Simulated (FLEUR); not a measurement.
**BN: band structure with LDA**

**The experiment to reproduce.**

A printed reference work, monograph reports, for a bulk crystal of BN at 300 K: band gap 6.4 eV (indirect).

BN:

```xyz
2
Lattice="0.0000 1.8130 1.8130 1.8130 0.0000 1.8130 1.8130 1.8130 0.0000" Properties=species:S:1:pos:R:3 pbc="T T T"
N     0.9065    0.9065    0.9065
B     0.0000    0.0000    0.0000
```

The cell is a database's computed one.

* Program: FLEUR MaX-R8.1 (later development tree)
* Task: band structure
* Functional: LDA
* Potentials or basis: all-electron
* Basis: FLAPW
* Kmax: 5.26 1/bohr
* k mesh: 13 × 13 × 13
* Occupations: fermi-dirac, width 0.05 eV
* Spin: no spin polarisation
* Gmax: 16.3 1/bohr
* Muffin-tin radii: N 1.37, B 1.37 bohr
* lmax: N 8, B 8
* lnonsphr: N 8, B 8
* Local orbitals a species: N 3, B 3
* Max iterations: 60
* Mixing factor: 0.05
* Mixer: Anderson
* Mixer history: 15
* Density convergence: 1e-05 me/bohr^3

| Quantity | Value |
| --- | --- |
| Band gap on the k mesh | 4.41 eV, indirect (least direct gap 8.65 eV) |
| Band gap along the path | 4.34 eV, indirect (least direct gap 8.65 eV) |
| Valence electrons inside the program's atomic spheres | N 3.35; B 1.10 (radii N 1.37, B 1.37 bohr) |

Levels at the corners of the path, in eV from the valence-band top:
```csv
point,band 1,band 2,band 3,band 4,band 5,band 6,band 7
Γ,-19.97,0.00,0.00,0.00,8.65,8.65,8.65
X,-14.37,-8.82,-4.88,-4.88,4.34,9.10,17.56
W,-14.05,-7.47,-6.96,-6.50,9.40,13.12,14.20
K,-14.28,-8.03,-7.66,-4.06,6.77,12.69,15.53
Γ,-19.97,0.00,0.00,0.00,8.65,8.65,8.65
L,-15.74,-10.63,-1.93,-1.93,10.08,10.52,10.52
U,-14.28,-8.03,-7.66,-4.06,6.77,12.69,15.53
W,-14.05,-7.47,-6.96,-6.50,9.40,13.12,14.20
L,-15.74,-10.63,-1.93,-1.93,10.08,10.52,10.52
K,-14.28,-8.03,-7.66,-4.06,6.77,12.69,15.53
U,-14.28,-8.03,-7.66,-4.06,6.77,12.69,15.53
X,-14.37,-8.82,-4.88,-4.88,4.34,9.10,17.56
```

Core levels (eV from the Fermi level):
```tsv
atom	levels
1 N	1s1/2 -371.7
2 B	1s1/2 -170.4
```

Run time: 62 s on 1 thread of Intel(R) Xeon(R) Processor @ 2.50GHz (Skylake/Cascade Lake), with other jobs on the host, peak memory 0.05 GiB.

Measured gap of BN: 6.4 eV (indirect; 300 K; a printed reference work, monograph). This calculation gives 4.34 eV (-2.06 eV). The value is that of LDA, without temperature or zero-point motion. Semilocal functionals fall short of measured gaps as a rule. The cell is a database's relaxed one, not the measured one, which moves gaps too.
